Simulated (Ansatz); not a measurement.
Mo under changes of volume

One of the cells (15.892 Å³/atom); the others are scaled copies at fixed shape and fractional positions:

```
CELL_PARAMETERS angstrom
-1.58381 1.58381 1.58381
1.58381 -1.58381 1.58381
1.58381 1.58381 -1.58381
ATOMIC_POSITIONS crystal
Mo 0.00000 0.00000 0.00000
```

| Property | Result |
| --- | --- |
| Program | Ansatz 0.2.0 |
| Functional | PBE |
| Potentials or basis | all-electron LAPW, scalar-relativistic |
| Cutoff | 267 eV (chosen from the basis error) |
| Basis error allowed | 0.0005 eV/atom |
| k mesh | 12 × 12 × 12 |
| Occupations | fermi-dirac, width 0.05 eV |
| Spin | no spin polarisation |

```csv
volume (Å³/atom),energy over the lowest point (meV/atom),pressure (GPa)
14.938,39.26,16.1
15.256,14.12,9.5
15.574,1.46,3.5
15.892,0.00,-1.9
16.209,8.60,-6.7
16.527,26.26,-11.0
16.845,?,?
```

What does the run at 16.845 Å³/atom give?

Energy over the lowest point 52.05 meV/atom; pressure -14.9 GPa.

Worked out: A Birch-Murnaghan fit of order 3 (a polynomial in V^(-2/3)) to the other rows has its minimum at 15.78 Å³/atom with B0 = V·E''(V) = 262 GPa and B' = 4.3. It gives 52.09 meV/atom at 16.845 Å³/atom, against the run's 52.05, and -dE/dV = -14.9 GPa, against -14.9.

Energies are extrapolated to zero smearing.
